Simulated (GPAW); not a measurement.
Crystal: NaF (Villiaumite).

```
CELL_PARAMETERS angstrom
0.00000 2.32000 2.32000
2.32000 0.00000 2.32000
2.32000 2.32000 0.00000
ATOMIC_POSITIONS crystal
Na 0.00000 0.00000 0.00000
F 0.50000 0.50000 0.50000
```

Base run:

| Property | Result |
| --- | --- |
| Program | GPAW 26.7.0 |
| Functional | M06-L |
| Potentials or basis | GPAW PAW data sets (gpaw-data 1.2.1) |
| Cutoff | 800 eV |
| Basis | pw |
| k mesh | 8 × 8 × 8 |
| Occupations | fermi-dirac, width 0.05 eV |
| Spin | no spin polarisation |

Its results: band gap on the k mesh 7.74 eV, direct.

**Question.** The run is repeated on the same cell with these changes: functional from M06-L to vdW-DF2. What comes out?

**Answer.** Band gap on the k mesh 6.25 eV, direct.
